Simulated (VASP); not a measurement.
# SnTe (F-43m) in VASP: a series of runs

Runs on SnTe. Level: PBE. Tasks: single point.

Everything below comes from runs of VASP 6.6.1. Logs are shortened: lines on timing, memory, paths and dates and some standing lists are left out, and cuts for length are marked.

### Step 1. The crystal as given

The structure is cubic, space group F-43m (No. 216). Conventional cell: a = 7.222 Å, b = 7.222 Å, c = 7.222 Å, α = 90.00°, β = 90.00°, γ = 90.00°. Te (site symmetry -43m) is surrounded by 4 Sn at 3.13 Å. Sn (site symmetry -43m) has 4 Te at 3.13 Å as nearest neighbours.

Measurements of this composition are mostly on another form, of space group No. 225.

### Step 2. Single point, PBE, spin-orbit coupling, no magnetisation

File INCAR:

```
SYSTEM = SnTe
PREC = Accurate
ENCUT = 400
EDIFF = 1E-7
ISMEAR = 0
SIGMA = 0.02
LREAL = .False.
LASPH = .True.
NELM = 100
ALGO = Normal
ISIF = 2
LWAVE = .False.
LCHARG = .False.
MAGMOM = 0 0 0 0 0 0
LORBIT = 11
LSORBIT = .True.
GGA_COMPAT = .False.
GGA = PE
NBANDS = 36
```

File KPOINTS:

```
regular mesh
0
Gamma
  5 5 5
  0 0 0
```

File POSCAR:

```
SnTe
1.0
    0.0000000000      3.6111460000      3.6111460000
    3.6111460000      0.0000000000      3.6111460000
    3.6111460000      3.6111460000      0.0000000000
Te Sn
1 1
Direct
    0.2500000000      0.2500000000      0.2500000000
    0.0000000000      0.0000000000      0.0000000000
```

Potentials or basis: VASP PAW PBE potentials, release 64 (Te, Sn_d).

On the command line:

```console
> cat potpaw_PBE.64/Te/POTCAR potpaw_PBE.64/Sn_d/POTCAR > POTCAR
> mpirun -np 1 vasp_ncl > vasp.out
```

OUTCAR:

```text
SYSTEM = SnTe
   PREC = Accurate
   ENCUT = 400
   EDIFF = 1E-7
   ISMEAR = 0
   LREAL = .False.
   LASPH = .True.
   NELM = 100
   ISIF = 2
   LORBIT = 11
   LSORBIT = .True.
   GGA = PE

 Found     14 irreducible k-points:

 Following reciprocal coordinates:
            Coordinates               Weight
  0.000000  0.000000  0.000000      1.000000
  0.200000  0.000000  0.000000      4.000000
 -0.200000  0.000000  0.000000      4.000000
  0.400000  0.000000  0.000000      4.000000
 -0.400000  0.000000  0.000000      4.000000
  0.200000  0.200000  0.000000      6.000000
   k-points           NKPTS =     14   k-points in BZ     NKDIM =     14   number of bands    NBANDS=     36
   number of dos      NEDOS =    301   number of ions     NIONS =      2
   total plane-waves  NPLWV =  46656
   dimension x,y,z NGX =    36 NGY =   36 NGZ =   36
   dimension x,y,z NGXF=    72 NGYF=   72 NGZF=   72
   ions per type =               1   1
   NGX,Y,Z   is equivalent  to a cutoff of  11.72, 11.72, 11.72 a.u.
   NGXF,Y,Z  is equivalent  to a cutoff of  23.44, 23.44, 23.44 a.u.
 SYSTEM =  SnTe
   PREC   = accura    normal or accurate (medium, high low for compatibility)
   ISTART =      0    job   : 0-new  1-cont  2-samecut
   ICHARG =      2    charge: 1-file 2-atom 10-const
   ISPIN  =      1    spin polarized calculation?
   LNONCOLLINEAR =      T non collinear calculations
   LSORBIT =      T    spin-orbit coupling
   LASPH  =      T    aspherical Exc in radial PAW
   ENCUT  =  400.0 eV  29.40 Ry    5.42 a.u.   8.33  8.33  8.33*2*pi/ulx,y,z
   NELM   =    100;   NELMIN=  2; NELMDL= -5     # of ELM steps
   EDIFF  = 0.1E-06   stopping-criterion for ELM
   LREAL  =      F    real-space projection
   EDIFFG = 0.1E-05   stopping-criterion for IOM
   NSW    =      0    number of steps for IOM
   IBRION =     -1    ionic relax: 0-MD 1-quasi-New 2-CG
   NFREE  =      0    steps in history (QN), initial steepest desc. (CG)
   ISIF   =      2    stress and relaxation
   ISYM   =      2    0-nonsym 1-usesym 2-fastsym
   POTIM  = 0.5000    time-step for ionic-motion
   TEBEG  =    0.0;   TEEND  =   0.0 temperature during run
   PSTRESS=    0.0 pullay stress
   NELECT =      20.0000    total number of electrons
   NUPDOWN=      -1.0000    fix difference up-down
   EMIN   =  10.00;   EMAX   =-10.00  energy-range for DOS
   EFERMI =   0.00;   METHOD = LEGACY
   ISMEAR =     0;   SIGMA  =   0.02  broadening in eV -4-tet -1-fermi 0-gaus
   EFERMI_NEDOS =   21; number of points for ismear=-14 and -15
   IALGO  =     38    algorithm
   IMIX   =      4    mixing-type and parameters
     AMIX     =   0.40;   BMIX     =  1.00
[... 263 lines left out ...]
  in kB       -0.1254987     -0.1254987     -0.1254987      0.0000000      0.0000000      0.0000000
  external PRESSURE =      -0.1254987 kB  Pullay stress =       0.0000000 kB

 VOLUME and BASIS-vectors are now :
 -----------------------------------------------------------------------------
  energy-cutoff  :      400.00
  volume of cell :       94.18
      direct lattice vectors                 reciprocal lattice vectors
     0.000000000  3.611146000  3.611146000    -0.138460201  0.138460201  0.138460201
     3.611146000  0.000000000  3.611146000     0.138460201 -0.138460201  0.138460201
     3.611146000  3.611146000  0.000000000     0.138460201  0.138460201 -0.138460201

 POSITION                                       TOTAL-FORCE (eV/Angst)
 -----------------------------------------------------------------------------------
      1.80557      1.80557      1.80557        -0.000000     -0.000000      0.000000
      0.00000      0.00000      0.00000         0.000000      0.000000     -0.000000
 -----------------------------------------------------------------------------------
    total drift:                                0.000000      0.000000      0.000000

  FREE ENERGIE OF THE ION-ELECTRON SYSTEM (eV)
  ---------------------------------------------------
  free  energy   TOTEN  =        -7.2260248125 eV

  energy  without entropy=       -7.2260248125  energy(sigma->0) =       -7.22602481

 Spin-Orbit-Coupling matrix elements

 Ion:    1  E_soc:     -0.2238408
 l=   1
     0.0000000    -0.0373057    -0.0373057
    -0.0373057     0.0000000    -0.0373057
    -0.0373057    -0.0373057     0.0000000
 l=   2
     0.0000000     0.0000077     0.0000000     0.0000077    -0.0000088
     0.0000077     0.0000000    -0.0000066     0.0000077    -0.0000022
     0.0000000    -0.0000066     0.0000000    -0.0000066     0.0000000
     0.0000077     0.0000077    -0.0000066     0.0000000    -0.0000022
    -0.0000088    -0.0000022     0.0000000    -0.0000022     0.0000000
 l=   3
     0.0000000     0.0000000     0.0000000     0.0000000     0.0000000     0.0000000     0.0000000
     0.0000000     0.0000000     0.0000000     0.0000000     0.0000000     0.0000000     0.0000000
     0.0000000     0.0000000     0.0000000     0.0000000     0.0000000     0.0000000     0.0000000
     0.0000000     0.0000000     0.0000000     0.0000000     0.0000000     0.0000000     0.0000000
     0.0000000     0.0000000     0.0000000     0.0000000     0.0000000     0.0000000     0.0000000
     0.0000000     0.0000000     0.0000000     0.0000000     0.0000000     0.0000000     0.0000000
     0.0000000     0.0000000     0.0000000     0.0000000     0.0000000     0.0000000     0.0000000

 Ion:    2  E_soc:     -0.1049213
 l=   1
     0.0000000    -0.0113611    -0.0113611
    -0.0113611     0.0000000    -0.0113611
    -0.0113611    -0.0113611     0.0000000
 l=   2
     0.0000000    -0.0012416     0.0000000    -0.0012416    -0.0048842
    -0.0012416     0.0000000    -0.0036631    -0.0012416    -0.0012210
     0.0000000    -0.0036631     0.0000000    -0.0036631     0.0000000
    -0.0012416    -0.0012416    -0.0036631     0.0000000    -0.0012210
    -0.0048842    -0.0012210     0.0000000    -0.0012210     0.0000000
 l=   3
     0.0000000     0.0000000     0.0000000     0.0000000     0.0000000     0.0000000     0.0000000
     0.0000000     0.0000000     0.0000000     0.0000000     0.0000000     0.0000000     0.0000000
     0.0000000     0.0000000     0.0000000     0.0000000     0.0000000     0.0000000     0.0000000
     0.0000000     0.0000000     0.0000000     0.0000000     0.0000000     0.0000000     0.0000000
     0.0000000     0.0000000     0.0000000     0.0000000     0.0000000     0.0000000     0.0000000
     0.0000000     0.0000000     0.0000000     0.0000000     0.0000000     0.0000000     0.0000000
     0.0000000     0.0000000     0.0000000     0.0000000     0.0000000     0.0000000     0.0000000

 total charge

# of ion       s       p       d       tot
------------------------------------------
    1        1.391   1.955   0.016   3.362
    2        1.399   0.699   9.957  12.056
--------------------------------------------------
tot          2.791   2.655   9.973  15.418

 magnetization (x)

# of ion       s       p       d       tot
------------------------------------------
    1        0.000  -0.000   0.000  -0.000
    2       -0.000   0.000   0.000  -0.000
--------------------------------------------------
tot         -0.000  -0.000   0.000  -0.000

 magnetization (y)

# of ion       s       p       d       tot
------------------------------------------
    1        0.000  -0.000   0.000  -0.000
    2       -0.000   0.000  -0.000  -0.000
--------------------------------------------------
tot         -0.000  -0.000  -0.000  -0.000

 magnetization (z)

# of ion       s       p       d       tot
------------------------------------------
    1        0.000  -0.000   0.000  -0.000
    2       -0.000   0.000   0.000  -0.000
--------------------------------------------------
tot         -0.000  -0.000   0.000  -0.000
```

Wall time 59 s (1 thread of Intel Xeon Platinum 8488C (Sapphire Rapids), shared host); peak memory 0.4 GiB.

These settings aren't checked as converged: the numbers below hold their error.

Results:

| Quantity | Value |
| --- | --- |
| Free energy | -7.2260 eV |
| Pressure | 0.0 GPa |
| Valence electrons inside the program's atomic spheres | Te 3.36; Sn 12.06 |

### Step 3. Single point, PBE, spin-orbit coupling, no magnetisation

Changes to INCAR since step 2:

```diff
@@ -2,3 +2,3 @@
 PREC = Accurate
-ENCUT = 400
+ENCUT = 650
 EDIFF = 1E-7
```

File KPOINTS:

```
regular mesh
0
Gamma
  4 4 4
  0 0 0
```

POSCAR is that of step 2.

Potentials or basis: VASP PAW PBE potentials, release 64 (Te, Sn_d).

On the command line:

```console
> cat potpaw_PBE.64/Te/POTCAR potpaw_PBE.64/Sn_d/POTCAR > POTCAR
> mpirun -np 1 vasp_ncl > vasp.out
```

It took 84 s on 1 thread of Intel Xeon Platinum 8488C (Sapphire Rapids), shared host; peak memory 0.55 GiB.

The run converged, but some of its settings lie outside the range that counts as converged, so its numbers aren't taken as properties of the crystal.

Results:

```yaml
Free_energy: -7.2479 eV
Pressure: -0.6 GPa
Valence_electrons_inside_the_program's_atomic_spheres: Te 3.35; Sn 12.05
```

Caveat: the k mesh is coarse (spacing up to 0.38 Å⁻¹), so the values aren't converged.

### Step 4. Single point, PBE, spin-orbit coupling, no magnetisation

Changes to INCAR since step 3:

```diff
@@ -2,3 +2,3 @@
 PREC = Accurate
-ENCUT = 650
+ENCUT = 340
 EDIFF = 1E-7
```

File KPOINTS:

```
regular mesh
0
Gamma
  6 6 6
  0 0 0
```

POSCAR is that of step 3.

On the command line:

```console
> cat potpaw_PBE.64/Te/POTCAR potpaw_PBE.64/Sn_d/POTCAR > POTCAR
> mpirun -np 1 vasp_ncl > vasp.out
```

Wall time 54 s (1 thread of Intel Xeon Platinum 8488C (Sapphire Rapids), shared host); peak memory 0.31 GiB.

These settings aren't checked as converged: the numbers below hold their error.

What came out:

* Free energy: -7.2242 eV
* Pressure: -0.1 GPa
* Valence electrons inside the program's atomic spheres: Te 3.36; Sn 12.05
